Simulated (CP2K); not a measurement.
The system is NbAs.

```
Nb As
1.0
     6.32951    0.00000    0.00000
     4.44718    4.50392    0.00000
    -5.38835   -2.25196    2.44072
Nb As
2 2
Cartesian
  0.4706 -1.1260 1.2204
  8.0825 3.3779 0.0000
  4.9537 0.7477 1.2204
  1.7889 0.7477 0.0000
```

Base run:

| Item | Value |
| --- | --- |
| Program | CP2K 2026.2 |
| Functional | PBEsol |
| Potentials or basis | POTENTIAL_UZH Nb GTH-PBE-q13, As GTH-PBE-q5; TZVP-MOLOPT-PBE-GTH basis |
| Density cutoff | 9184 eV |
| k mesh | 11 × 11 × 11 |
| Occupations | fermi-dirac, width 0.05 eV |
| Spin | no spin polarisation |

Its results: band gap on the k mesh 0.03 eV, indirect (least direct gap 0.09 eV); pressure 1.4 GPa; largest force 0.314 eV/Å.

Problem. After a change of settings the same cell gave: band gap on the k mesh 0.03 eV, indirect (least direct gap 0.09 eV); pressure 0.5 GPa; largest force 0.318 eV/Å. Which change was it?
A. functional from PBEsol to RPBE
B. functional from PBEsol to MS2
C. functional from PBEsol to PBE
D. functional from PBEsol to AM05

Solution. D.

Caveats: the potentials were made for another functional, which shifts forces and pressure; an odd mesh through Γ misses points on the zone boundary, where band edges often lie; the basis of atomic orbitals isn't converged, which shifts pressures, moduli and gaps.
